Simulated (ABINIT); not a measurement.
Input of an ABINIT 10.8.3 (patched build) run:

File run.abi:

```
# Datasets: ground state, then fixed potential
ndtset 2

# Pseudopotentials
pp_dirpath "./"
pseudos "Ga.GGA_PBE-JTH.xml, P.GGA_PBE-JTH.xml"

# Structure
acell 3*1.0 Angstrom
rprim
     0.0000000000     2.7252500000     2.7252500000
     2.7252500000     0.0000000000     2.7252500000
     2.7252500000     2.7252500000     0.0000000000
ntypat 2
znucl 31 15
natom 2
typat 1 2
xred
     0.0000000000     0.0000000000     0.0000000000
     0.7500000000     0.7500000000     0.7500000000

# Plane-wave basis
ecut 544.227725 eV
pawecutdg 40.0

# Exchange and correlation
ixc 23

# Bands and occupations
occopt 3
tsmear 0.00183747

# SCF cycle
nstep 100

# Output
iomode 3
prtwf 0
prteig 0
prtebands 0
prtden1 1

# Dataset 1
kptopt1 1
ngkpt1 8 8 8
nshiftk1 1
shiftk1 0.0 0.0 0.0
nband1 13
tolvrs1 1.0e-9

# Dataset 2: bands along G-X-W-K-G-L-U-W-L-K
iscf2 -2
getden2 1
nband2 17
nbdbuf2 2
tolwfr2 1.0e-12
kptopt2 -9
ndivsm2 6
prteig2 1
prtvol2 -3
kptbounds2
     0.0000000000     0.0000000000     0.0000000000
     0.5000000000     0.0000000000     0.5000000000
     0.5000000000     0.2500000000     0.7500000000
     0.3750000000     0.3750000000     0.7500000000
     0.0000000000     0.0000000000     0.0000000000
     0.5000000000     0.5000000000     0.5000000000
     0.6250000000     0.2500000000     0.6250000000
     0.5000000000     0.2500000000     0.7500000000
     0.5000000000     0.5000000000     0.5000000000
     0.3750000000     0.3750000000     0.7500000000
```

Potentials or basis: JTH PAW PBE v2.0.

The run is started by

```console
$ abinit run.abi > log 2>&1
```

(1) What does it give for the pressure?

(2) Predict the band gap on the k mesh.

(3) Predict the band gap along the path.

## Answers

(1) -0.5 GPa.

(2) 1.51 eV, indirect (least direct gap 1.70 eV).

(3) 1.47 eV, indirect (least direct gap 1.70 eV).

Caveat: the PAW data sets were made with another functional, which shifts forces and pressure a little.

**Measured values to compare with.**

From “Stacking defects in GaP nanowires: Electronic structure and optical properties”, 2018, arxiv:1810.01194, for a bulk crystal of GaP at 10 K: band gap 2.34 eV (indirect).

Measured gap of GaP: 2.34 eV (indirect; 10 K; quoted in “Stacking defects in GaP nanowires: Electronic structure and optical properties”, 2018, arxiv:1810.01194). This calculation gives 1.47 eV (-0.87 eV). Spin-orbit coupling on Ga is left out. The value is that of WC, without temperature or zero-point motion. Semilocal functionals fall short of measured gaps as a rule.
